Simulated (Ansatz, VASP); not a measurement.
**One calculation of Al, two programs**

```xyz
16
Lattice="5.6324 0.0000 0.0000 0.0000 5.6324 0.0000 0.0000 0.0000 22.9741" Properties=species:S:1:pos:R:3 pbc="T T T"
Al    1.4081    1.4081    8.5000
Al    1.4081    4.2243    8.5000
Al    4.2243    1.4081    8.5000
Al    4.2243    4.2243    8.5000
Al    2.8162    2.8162   10.4914
Al    2.8162    0.0000   10.4914
Al    0.0000    2.8162   10.4914
Al    0.0000    0.0000   10.4914
Al    4.2243    4.2243   12.5660
Al    4.2243    1.4081   12.5660
Al    1.4081    4.2243   12.5660
Al    1.4081    1.4081   12.5660
Al    0.0000    0.0000   14.6297
Al    0.0000    2.8162   14.6297
Al    2.8162    0.0000   14.6297
Al    2.8162    2.8162   14.6297
```

Alike in both runs: functional PBE; dispersion D3(BJ); k mesh 5 × 5 × 1; occupations gaussian, width 0.1 eV; no spin polarisation.

Ansatz relaxed the structure, and its values are those at the end. VASP's run is a single point on that final structure, the one shown.

|  | VASP | Ansatz |
| --- | --- | --- |
| version | VASP 6.6.1 | Ansatz 0.2.0 |
| potentials or method | VASP PAW PBE potentials, release 64 (Al) | scalar-relativistic, plane waves, PAW |
| plane-wave cutoff (eV) | 520 | 420 |
| valence electrons in the cell | 48 | 48 |

|  | VASP | Ansatz | Ansatz less VASP |
| --- | --- | --- | --- |
| gap on the k mesh at the Fermi level (eV) | none | none | - |
| rms of the force components (eV/Å) | 0.101 | 0.100 | -0.0010 |
| work function, face that differs most (eV) | 4.29 | 4.29 | -0.004 |

A gap of «none» marks a metal or a gap that the smearing closes. Ansatz warned: «xc_potential_rough_in_thin_density».
